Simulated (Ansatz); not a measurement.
Runs of Ansatz 0.2.0 on MoS2. The cell holds a slab with vacuum, 3 atoms: a = 3.184 Å, b = 3.184 Å, c = 17.335 Å, α = 90.00°, β = 90.00°, γ = 120.00°. 

```csv
level,cutoff (eV),largest force (eV/Å)
PBEsol0,420,(a)
HSE06,420,0.30
B3LYP,420,(b)
r2SCAN50,500,0.81
PBE0,420,0.29
```

Alike in all rows: task band structure; potentials or basis Ansatz PAW; no spin polarisation; cell as given; k mesh 5 × 5 × 1; smearing fermi-dirac 0.05 eV; the mesh is coarse, so values aren't converged.

Q: Fill in the values left out.

A: (a) 0.54; (b) 0.21.

Caveats: all runs use coarse meshes; the PAW data sets come from PBE, with cores solved anew for the run's functional, which leaves a small shift of forces and pressure.
